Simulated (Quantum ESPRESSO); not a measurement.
Crystal: Al.

```
Al
1.0
     0.00000    2.02481    2.02481
     2.02481    0.00000    2.02481
     2.02481    2.02481    0.00000
Al
1
Direct
  0.00000 0.00000 0.00000
```

| Property | Result |
| --- | --- |
| Program | Quantum ESPRESSO 7.5 |
| Task | energy-loss spectrum |
| Functional | LDA |
| Potentials or basis | GBRV 1.5 LDA |
| Cutoff | 612 eV |
| Density cutoff | 4898 eV |
| k mesh | 11 × 11 × 11 |
| Occupations | gaussian, width 0.2 eV |
| Spin | no spin polarisation |
| Iterations | 400 |
| Form of the LDA correlation | PZ81 |
| Most SCF iterations | 120 |
| SCF threshold | 2e-10 Ry |
| Mixing beta | 0.1 |
| Startingwfc | random |

Loss function by the Lanczos method: RPA with local fields, q = (0.566, 0.566, 0.000) Å⁻¹, 400 iterations, broadening 0.27 eV, up to 40 eV.

**Question.** Where does the loss function peak?

**Answer.** The main peak lies at 17.2 eV with height 10.97.

Energy-loss function at q = [0.56569, 0.56569, 0.0] (Å⁻¹, cartesian):
```
energy (eV)   loss
        0.0  0.000
        1.8  0.011
        3.4  0.058
        5.2  0.101
        7.0  0.144
        8.6  0.131
       10.4  0.160
       12.2  0.213
       13.8  0.341
       15.6  1.336
       17.4  9.361
       19.0  0.993
       20.8  0.302
       22.4  0.184
       24.2  0.105
       26.0  0.062
       27.6  0.051
       29.4  0.040
       31.2  0.032
       32.8  0.032
       34.6  0.030
       36.4  0.024
       38.0  0.022
       39.8  0.022
```

Spectra converge slowly with the k mesh, and this one (11 × 11 × 11) leaves small humps uncertain. From two thirds of the Lanczos chain to all of it the curve moves by up to 3 % of its peak.
